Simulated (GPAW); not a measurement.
# CoSi2 (Fm-3m) in GPAW: notebook

Aim: see how the results for CoSi2 move with the level of theory and the settings. Levels: LDA, PBEsol. Tasks: equation of state.

All numbers are computed with GPAW 26.7.0; they aren't measurements. Logs are shortened: lines on timing, memory, paths and dates and some standing lists are left out, and cuts for length are marked. The log counts tension as positive stress, the text compression.

### Step 1. The crystal as given

The structure is cubic, space group Fm-3m (No. 225). The conventional cell has a = 5.356 Å, b = 5.356 Å, c = 5.356 Å, α = 90.00°, β = 90.00°, γ = 90.00°. Co (site symmetry m-3m) has 8 Si at 2.32 Å as nearest neighbours. Si (site symmetry -43m) is surrounded by 4 Co at 2.32 Å.

### Step 2. Equation of state, LDA, collinear spin, ferromagnetic start

run.py

```python
from ase import Atoms
from ase.eos import EquationOfState
from ase.io import Trajectory
from ase.units import GPa
from gpaw import GPAW, PW

atoms = Atoms(['Co', 'Si', 'Si'],
              cell=[[0.0, 2.678, 2.678],
                    [2.678, 0.0, 2.678],
                    [2.678, 2.678, 0.0]],
              scaled_positions=[[0.0, 0.0, 0.0],
                                [0.75, 0.75, 0.75],
                                [0.25, 0.25, 0.25]],
              pbc=True)
atoms.set_initial_magnetic_moments([2.0, 0.0, 0.0])

traj = Trajectory('eos.traj', 'w')
volumes, energies = [], []
for x in [0.94, 0.96, 0.98, 1.0, 1.02, 1.04, 1.06]:
    a = atoms.copy()
    a.set_cell(atoms.cell * x**(1 / 3), scale_atoms=True)
    calc = GPAW(mode=PW(600),
                xc='LDA',
                kpts={'size': (9, 9, 9), 'gamma': True},
                occupations={'name': 'fermi-dirac', 'width': 0.05},
                nbands=20,
                convergence={'density': 1e-05, 'energy': 1e-05},
                maxiter=150,
                txt=f'eos-{x:.2f}.txt')
    a.calc = calc
    energies.append(a.get_potential_energy(force_consistent=True))
    volumes.append(a.get_volume())
    p = -a.get_stress()[:3].mean() / GPa
    calc.write(f'eos-{x:.2f}.gpw')
    traj.write(a)
    print(f'{x:.2f} {volumes[-1]:10.4f} A^3 {energies[-1]:14.6f} eV {p:9.3f} GPa', flush=True)

v0, e0, B = EquationOfState(volumes, energies, eos='birchmurnaghan').fit()
print(f'V0 = {v0:.4f} A^3, E0 = {e0:.6f} eV, B0 = {B / GPa:.2f} GPa')
```

Potentials or basis: the program's PAW data sets (release 1.2.1) made for this functional, pw.

Launch:

```console
> OMP_NUM_THREADS=1 python run.py
```

The log of the run:

```text
__  _  _
 | _ |_)|_||  |
 |__||  | ||/\| - 26.7.0

Input parameters:
  mode=PW(ecut=600.0),
  convergence={'density': 1e-05, 'energy': 1e-05},
  kpts=MonkhorstPack(size=(9, 9, 9), gamma=True),
  maxiter=150,
  nbands=20,
  occupations=Occupations(name='fermi-dirac', width=0.05),
  xc=XC(name='LDA')

Diagonalizing LCAO Hamiltonian
Converting LCAO to pw mode

                   Si

           Si

       Co

Atoms  # Å, Bohr magnetons
|   | symbol |        x |        y |        z |    initial magnetic moments |
|---|--------|----------|----------|----------|-----------------------------|
| 0 |     Co | 0.000000 | 0.000000 | 0.000000 | ( 0.0000,  0.0000,  2.0000) |
| 1 |     Si | 3.934997 | 3.934997 | 3.934997 | ( 0.0000,  0.0000,  0.0000) |
| 2 |     Si | 1.311666 | 1.311666 | 1.311666 | ( 0.0000,  0.0000,  0.0000) |

Unit cell  # Å
| periodic |        x |        y |        z |  lengths |    angles |
|----------|----------|----------|----------|----------|-----------|
|      yes | 0.000000 | 2.623332 | 2.623332 | 3.709951 | 60.000000 |
|      yes | 2.623332 | 0.000000 | 2.623332 | 3.709951 | 60.000000 |
|      yes | 2.623332 | 2.623332 | 0.000000 | 3.709951 | 60.000000 |

Number of symmetries: 48
Symmetry operations  # r_c * U_cc + t_c -> r_c
|    | kind |            matrix            |
|----|------|------------------------------|
|  0 |  σ   |  1, 0, 0,  1, 0,-1,  1,-1, 0 |
|  1 |  C2  |  1, 0, 0,  1,-1, 0,  1, 0,-1 |
|  2 |  E   |  1, 0, 0,  0, 1, 0,  0, 0, 1 |
|  3 |  σ   |  1, 0, 0,  0, 0, 1,  0, 1, 0 |
|  4 |  C4  |  1, 0,-1,  1, 0, 0,  1,-1, 0 |
|  5 |  S6  |  1, 0,-1,  1,-1, 0,  1, 0, 0 |
|  6 |  σ   |  1, 0,-1,  0, 1,-1,  0, 0,-1 |
|  7 |  C3  |  1, 0,-1,  0, 0,-1,  0, 1,-1 |
|  8 |  S6  |  1,-1, 0,  1, 0, 0,  1, 0,-1 |
|  9 |  C4  |  1,-1, 0,  1, 0,-1,  1, 0, 0 |
| 10 |  C3  |  1,-1, 0,  0,-1, 1,  0,-1, 0 |
| 11 |  σ   |  1,-1, 0,  0,-1, 0,  0,-1, 1 |
| 12 |  σ   |  0, 1, 0,  1, 0, 0,  0, 0, 1 |
| 13 |  C4  |  0, 1, 0,  0, 1,-1, -1, 1, 0 |
| 14 |  C3  |  0, 1, 0,  0, 0, 1,  1, 0, 0 |
| 15 |  S6  |  0, 1, 0, -1, 1, 0,  0, 1,-1 |
| 16 |  C2  |  0, 1,-1,  1, 0,-1,  0, 0,-1 |
| 17 |  σ   |  0, 1,-1,  0, 1, 0, -1, 1, 0 |
| 18 |  S4  |  0, 1,-1,  0, 0,-1,  1, 0,-1 |
| 19 |  C4  |  0, 1,-1, -1, 1, 0,  0, 1, 0 |
| 20 |  C3  |  0, 0, 1,  1, 0, 0,  0, 1, 0 |
| 21 |  σ   |  0, 0, 1,  0, 1, 0,  1, 0, 0 |
| 22 |  S6  |  0, 0, 1,  0,-1, 1, -1, 0, 1 |
| 23 |  C4  |  0, 0, 1, -1, 0, 1,  0,-1, 1 |
| 24 |  S4  |  0, 0,-1,  1, 0,-1,  0, 1,-1 |
| 25 |  C3  |  0, 0,-1,  0, 1,-1,  1, 0,-1 |
| 26 |  C2  |  0, 0,-1,  0,-1, 0, -1, 0, 0 |
| 27 |  S6  |  0, 0,-1, -1, 0, 0,  0,-1, 0 |
| 28 |  S4  |  0,-1, 1,  1,-1, 0,  0,-1, 0 |
| 29 |  C4  |  0,-1, 1,  0, 0, 1, -1, 0, 1 |
| 30 |  C2  |  0,-1, 1,  0,-1, 0,  1,-1, 0 |
| 31 |  σ   |  0,-1, 1, -1, 0, 1,  0, 0, 1 |
| 32 |  C3  |  0,-1, 0,  1,-1, 0,  0,-1, 1 |
| 33 |  S6  |  0,-1, 0,  0, 0,-1, -1, 0, 0 |
| 34 |  S4  |  0,-1, 0,  0,-1, 1,  1,-1, 0 |
| 35 |  C2  |  0,-1, 0, -1, 0, 0,  0, 0,-1 |
| 36 |  C2  | -1, 1, 0,  0, 1, 0,  0, 1,-1 |
| 37 |  S6  | -1, 1, 0,  0, 1,-1,  0, 1, 0 |
| 38 |  S4  | -1, 1, 0, -1, 0, 1, -1, 0, 0 |
| 39 |  C3  | -1, 1, 0, -1, 0, 0, -1, 0, 1 |
| 40 |  S6  | -1, 0, 1,  0, 0, 1,  0,-1, 1 |
| 41 |  C2  | -1, 0, 1,  0,-1, 1,  0, 0, 1 |
| 42 |  C3  | -1, 0, 1, -1, 1, 0, -1, 0, 0 |
| 43 |  S4  | -1, 0, 1, -1, 0, 0, -1, 1, 0 |
| 44 |  C2  | -1, 0, 0,  0, 0,-1,  0,-1, 0 |
| 45 |  i   | -1, 0, 0,  0,-1, 0,  0, 0,-1 |
| 46 |  σ   | -1, 0, 0, -1, 1, 0, -1, 0, 1 |
| 47 |  C2  | -1, 0, 0, -1, 0, 1, -1, 1, 0 |

BZ-sampling:
  Number of BZ points: 729
  Number of IBZ points: 35

  Monkhorst-Pack size: [9, 9, 9]
  Monkhorst-Pack shift: [0, 0, 0]

K-points  # in reciprocal-cell coordinates
|     |                                coordinates |     weight |
|-----|--------------------------------------------|------------|
|   0 | (  0.00000000,   0.00000000,   0.00000000) | 0.00137174 |
|   1 | (  0.11111111,   0.11111111,   0.00000000) | 0.00823045 |
|   2 | (  0.11111111,   0.11111111,   0.11111111) | 0.01097394 |
|   3 | (  0.22222222,   0.11111111,   0.11111111) | 0.01646091 |
|   4 | (  0.22222222,   0.22222222,   0.00000000) | 0.00823045 |
|   5 | (  0.22222222,   0.22222222,   0.11111111) | 0.03292181 |
|   6 | (  0.22222222,   0.22222222,   0.22222222) | 0.01097394 |
|   7 | (  0.33333333,   0.22222222,   0.11111111) | 0.03292181 |
|   8 | (  0.33333333,   0.22222222,   0.22222222) | 0.03292181 |
|   9 | (  0.33333333,   0.33333333,  -0.33333333) | 0.01646091 |
| ... |                                            |            |
|  34 | (  0.44444444,   0.44444444,   0.44444444) | 0.01097394 |

Plane wave coefficients: 1243
Cutoff: 600.0 eV

Spin-components: 2 (collinear spins)
Bands:           20
Projectors:      16
Spin-degeneracy: 1
Datatype:        complex128

Parallelization:
  kpt:    1
  domain: 1
  band:   1

Density:
  Valence electrons: 17.0
  Components: 2
  Grid points: [21 21 21]
  Charge: 0.0  # |e|

Potential:
  Grid points: [21 21 21]

species:
  Co:
    name:    Cobalt
    Z:       27.0
    valence: 9
    core:    18
    charge:  0.0  # [|e|]
    compensation charges:
      type: gauss
      rc: 0.32  # [Å]
      lmax: 2
    cutoffs:
      filter: 1.87  # [Å]
      core: 2.55  # [Å]
    projectors
    | kind |    occ | energy [eV] | rcut [Å] |
    |------|--------|-------------|----------|
    |   4s |  2.000 |      -5.672 |    1.005 |
    |   4p |  0.000 |      -1.387 |    1.058 |
    |   3d |  7.000 |      -8.461 |    1.005 |
    |    s |        |      21.539 |    1.005 |
    |    p |        |      25.825 |    1.058 |
    |    d |        |      18.750 |    1.005 |

    Using partial waves for Co as LCAO basis

  Si:
    name:    Silicon
    Z:       14.0
    valence: 4
    core:    10
    charge:  0.0  # [|e|]
    compensation charges:
      type: gauss
      rc: 0.33  # [Å]
      lmax: 2
    cutoffs:
      filter: 1.86  # [Å]
      core: 2.06  # [Å]
    projectors
    | kind |    occ | energy [eV] | rcut [Å] |
    |------|--------|-------------|----------|
    |   3s |  2.000 |     -10.878 |    1.058 |
    |   3p |  2.000 |      -4.162 |    1.058 |
    |    s |        |      16.334 |    1.058 |
    |    p |        |      23.049 |    1.058 |
    |    d |        |       0.000 |    1.058 |

    Using partial waves for Si as LCAO basis

Reference energy: -53555.693070  # eV

eigensolver:
  PPCG
  Converge bands: occupied
  niter=2

density mixing:
  MSR1-Mixer
  Pratt-step length: 0.05
  Maximum mixing coefficient: 0.75
  Old densities: 10
  SVD Regularization: 0.005
  Good broyden scale: 1.0
  Trust region scale: 1.0
  Backstep threshold: 4.0
  History deletion threshold: 6.0
  Fourier metric: weight=20.0, sigma=0.015

occupation numbers:
  Fermi-Dirac:
    width: 0.0500  # eV

poisson solver:
  ecut: 4800.0  # eV

xc functional:
  name: None

convergence criteria:
- Maximum integral of absolute [dens]ity change: 1e-05 electrons / valence electron
- Maximum [total energy] change in last 3 cyles: 1e-05 eV / valence electron
- Maximum integral of absolute [eigenst]ate change: 4e-08 eV^2 / valence electron
maximum number of iterations: 150

SCF iterations
|iter     | |      energy | eigst |  dens |  magmom |
|---------|-|-------------|-------|-------|---------|
|iter:   1| |  -23.529748 | +0.76 |       |  +2.0041|
|iter:   2| |  -23.183911 | -1.47 | -0.62 |  +1.9185|
|iter:   3| |  -22.987799 | -2.31 | -0.68 |  +1.2922|
|iter:   4| |  -23.059103 | -2.21 | -0.92 |  +0.4715|
|iter:   5| |  -23.107513 | -2.86 | -1.46 |  +0.1254|
|iter:   6| |  -23.114457 | -3.53 | -1.76 |  -0.0383|
|iter:   7| |  -23.114728 | -5.01 | -2.38 |  -0.0150|
|iter:   8| |  -23.114745 | -5.31 | -2.73 |  -0.0042|
|iter:   9| |  -23.114743c| -6.93 | -3.50 |  -0.0016|
|iter:  10| |  -23.114743c| -8.19c| -4.04 |  -0.0004|
|iter:  11| |  -23.114743c| -8.42c| -4.63 |  -0.0001|
|iter:  12| |  -23.114743c| -9.38c| -5.36c|  -0.0000|

Converged in 12 steps
Energy contributions relative to reference atoms: (reference = -53555.693070)

Energy contributions:
  Kinetic:          31.226508
  Coulomb:         -23.270942
  Zero:             -0.069867
  External:          0.000000
  Xc:              -30.995448
  Entropy:          -0.009989
  Spinorbit:         0.000000
  ----------------------------
  Free energy:     -23.119738
  Extrapolated:    -23.114743

dipole moment: (-14.255969, -14.255969, -14.255969)  # |e|*Ang

Total magnetic moment: (0.000000, 0.000000, -0.000002)

Local magnetic moments
|        x |        y |         z |
|----------|----------|-----------|
| 0.000000 | 0.000000 |  0.000002 |  # Co   0
| 0.000000 | 0.000000 | -0.000000 |  # Si   1
| 0.000000 | 0.000000 | -0.000000 |  # Si   2

Fermi level: 10.177
Eigenvalues  # (at kpt = [0.000, 0.000, 0.000])
| band index |      eig [eV] | occ [0-1] |      eig [eV] | occ [0-1] |
|------------|---------------|-----------|---------------|-----------|
|          0 |        -3.380 |     1.000 |        -3.380 |     1.000 |
|          1 |         5.838 |     1.000 |         5.838 |     1.000 |
|          2 |         5.838 |     1.000 |         5.838 |     1.000 |
|          3 |         5.838 |     1.000 |         5.838 |     1.000 |
|          4 |         8.095 |     1.000 |         8.095 |     1.000 |
|          5 |         8.095 |     1.000 |         8.095 |     1.000 |
|          6 |        11.510 |     0.000 |        11.510 |     0.000 |
|          7 |        13.668 |     0.000 |        13.668 |     0.000 |
|          8 |        13.668 |     0.000 |        13.668 |     0.000 |
|          9 |        13.668 |     0.000 |        13.668 |     0.000 |
|         10 |        13.923 |     0.000 |        13.923 |     0.000 |
|         11 |        13.923 |     0.000 |        13.923 |     0.000 |
|         12 |        13.923 |     0.000 |        13.923 |     0.000 |
|         13 |        16.146 |     0.000 |        16.146 |     0.000 |
|        ... |               |           |               |           |
|         19 |        26.193 |     0.000 |        26.193 |     0.000 |

No gap
No difference between direct/indirect transitions

Stress tensor  # eV/Ang^3
|         x |         y |         z |
|-----------|-----------|-----------|
| -0.028368 | -0.000000 |  0.000000 |
| -0.000000 | -0.028368 |  0.000000 |
|  0.000000 |  0.000000 | -0.028368 |

# Writing to eos-0.94.gpw (mode='')
```

It took 4.8 min on 1 thread of Arm Neoverse V2, shared host; peak memory 0.29 GiB.

What came out:

```
Equilibrium volume                      : 12.32 Å³/atom
Bulk modulus                            : 204 GPa
Pressure derivative of the bulk modulus : 4.7
```

Energy against volume, from the lowest point:
```
volume (Å³/atom)  energy (meV/atom)
          12.036               4.29
          12.292               0.00
          12.548               2.57
          12.804              11.24
          13.060              25.31
          13.316              44.24
          13.572              67.40
```

LDA usually gives volumes a few per cent too small. Zero-point motion and thermal expansion aren't in these numbers.

### Step 3. Equation of state, PBEsol, collinear spin, ferromagnetic start

run.py: that of step 2 with these lines changed.

```diff
@@ -4,3 +4,5 @@
 from ase.units import GPa
-from gpaw import GPAW, PW
+from gpaw import GPAW, PW, setup_paths
+
+setup_paths.insert(0, '.')
 
@@ -22,3 +24,3 @@
     calc = GPAW(mode=PW(600),
-                xc='LDA',
+                xc='PBEsol',
                 kpts={'size': (9, 9, 9), 'gamma': True},
```

Potentials or basis: PAW data sets generated in the run's folder for this functional, pw.

Launch:

```console
> gpaw-setup -f PBEsol Co Si
> OMP_NUM_THREADS=1 python run.py
```

Run time: 4.9 min. Hardware: 1 thread of Arm Neoverse V2, shared host; peak memory 0.3 GiB.

Results (log left out):

- Equilibrium volume: 12.60 Å³/atom
- Bulk modulus: 193 GPa
- Pressure derivative of the bulk modulus: 4.6

Energy against volume, from the lowest point:
| volume (Å³/atom) | energy (meV/atom) |
| --- | --- |
| 12.036 | 16.44 |
| 12.292 | 4.62 |
| 12.548 | 0.00 |
| 12.804 | 1.83 |
| 13.060 | 9.39 |
| 13.316 | 22.11 |
| 13.572 | 39.35 |
